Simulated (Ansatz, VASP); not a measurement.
One calculation of GaN, two programs

File INCAR:

```
ALGO = Normal
EDIFF = 1E-7
ENCUT = 520
GGA = PE
ISIF = 2
ISMEAR = 0
LASPH = T
LCHARG = T
LELF = T
LREAL = F
LVHAR = T
LWAVE = F
NBANDS = 16
NELM = 80
PREC = Accurate
SIGMA = 0.05
```

Contents of KPOINTS:

```
k-points
0
Gamma
  12 12 12
```

The input POSCAR:

```
GaN
1.0
    0.0000000000      2.5295962468      1.7884245465
    2.5295962468      0.0000000000      1.7884245465
    2.5295962468      2.5295962468      0.0000000000
Ga N
1 1
Direct
    0.0000000000      0.0000000000      0.0000000000
    0.7500000000      0.7500000000      0.7500000000
```

Input for Ansatz:

```yaml
crystal:
  lattice:
    - [0.0, 2.5295962468, 1.7884245465]
    - [2.5295962468, 0.0, 1.7884245465]
    - [2.5295962468, 2.5295962468, 0.0]
  atoms:
    - { symbol: Ga, position: [0.0, 0.0, 0.0] }
    - { symbol: "N", position: [0.75, 0.75, 0.75] }
basis:
  ecutwfc: 420
kpoints:
  mp_grid: { grid: [12, 12, 12] }
hamiltonian:
  xc: pbe
scf:
  occupations: { method: gaussian, width: 0.05 }
output:
  forces: true
  stress: true
  eigenvalues: true
```

Alike in both runs: task single point; functional PBE; k mesh 12 × 12 × 12; occupations gaussian, width 0.05 eV; no spin polarisation.

```csv
,VASP,Ansatz
version,VASP 6.6.1,Ansatz 0.2.0
potentials or method,"VASP PAW PBE potentials, release 64 (Ga_d, N)","scalar-relativistic, plane waves, PAW"
plane-wave cutoff (eV),520,420
valence electrons in the cell,18,18
```

```csv
,VASP,Ansatz,Ansatz less VASP
gap on the k mesh at the Fermi level (eV),0.75,0.75,-0.002
least direct gap on the mesh (eV),0.75,0.75,-0.002
pressure (GPa),-2.7,-3.0,-0.24
largest component of the traceless stress (GPa),16.32,16.37,+0.055
```

The functional is the same, so the differences come from potentials, cutoffs and numerics.
